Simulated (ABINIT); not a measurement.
Wanted: the native input for an ABINIT 10.8.3 (patched build) run.

| Property | Result |
| --- | --- |
| Task | single point |
| Functional | PBEsol |
| Potentials or basis | JTH PAW PBE v2.0 |
| Cutoff | 435 eV |
| k mesh | 8 × 8 × 5 |
| Occupations | fermi-dirac, width 0.05 eV |
| Spin | no spin polarisation |
| Fine-grid cutoff | 870.764 eV |

The system is PtSe2 (Sudovikovite).

```
Pt Se
1.0
     3.72400    0.00000    0.00000
    -1.86200    3.22508    0.00000
     0.00000    0.00000    5.06200
Pt Se
1 2
Direct
  0.00000 0.00000 0.00000
  0.66667 0.33333 0.75000
  0.33333 0.66667 0.25000
```

The input as run:

run.abi

```
# Pseudopotentials
pp_dirpath "./"
pseudos "Pt.GGA_PBE-JTH.xml, Se.GGA_PBE-JTH.xml"

# Structure
acell 3*1.0 Angstrom
rprim
     3.7240000000     0.0000000000     0.0000000000
    -1.8620000000     3.2250786037     0.0000000000
     0.0000000000     0.0000000000     5.0620000000
ntypat 2
znucl 78 34
natom 3
typat 1 2 2
xcart
     0.0000000000     0.0000000000     0.0000000000
     3.5186700444     2.0315050969     7.1743452321
    -0.0000000004     4.0630101945     2.3914484107

# Plane-wave basis
ecut 16.0
pawecutdg 32.0
pawxcdev 0

# k points
kptopt 1
ngkpt 8 8 5
nshiftk 1
shiftk 0.0 0.0 0.0

# Exchange and correlation
ixc -116133

# Bands and occupations
nband 15
occopt 3
tsmear 0.00183747

# SCF cycle
nstep 100
tolvrs 1.0e-9

# Output
iomode 3
prtwf 0
prteig 0
prtebands 0
enunit 2
prtden 1
prtvha 1
prtvclmb 1
prtpot 1
```

Potentials or basis: JTH PAW PBE v2.0.

Command:

```bash
$ abinit run.abi > log 2>&1
```

Results of the run:

| Item | Value |
| --- | --- |
| Pressure | 2.9 GPa |
| Largest force | 0.454 eV/Å |
| Band gap on the k mesh | none (metal or under the smearing width) |

Caveat: the PAW data sets were made with another functional, which shifts forces and pressure a little; the atomic spheres overlap.

It took 34 s on 1 thread of Intel(R) Xeon(R) 6975P-C (Granite Rapids), with other jobs on the host, peak memory 0.13 GiB.
